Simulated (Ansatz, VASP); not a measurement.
**Nb: VASP beside Ansatz**

```
Nb
1.0
     0.00000    2.11500    2.11500
     2.11500    0.00000    2.11500
     2.11500    2.11500    0.00000
Nb
1
Direct
  0.00000 0.00000 0.00000
```

This isn't the form of Nb at room conditions, which is bcc.

Alike in both runs: task single point; functional r2SCAN; k mesh 20 × 20 × 20; occupations gaussian, width 0.15 eV; no spin polarisation.

```csv
,VASP,Ansatz
version,VASP 6.6.1,Ansatz 0.2.0
potentials or method,"VASP PAW PBE potentials, release 64 (Nb_sv)","scalar-relativistic, plane waves, PAW"
plane-wave cutoff (eV),520,500
valence electrons in the cell,13,13
```

|  | VASP | Ansatz | Ansatz less VASP |
| --- | --- | --- | --- |
| gap on the k mesh at the Fermi level (eV) | none | none | - |
| pressure (GPa) | -2.2 | -2.0 | +0.14 |

A gap of «none» marks a metal or a gap that the smearing closes. With one functional, cell and mesh, what is left measures potentials, basis and numerics.

Caveats: the PAW data sets were made with another functional, which shifts forces and pressure a little (VASP).
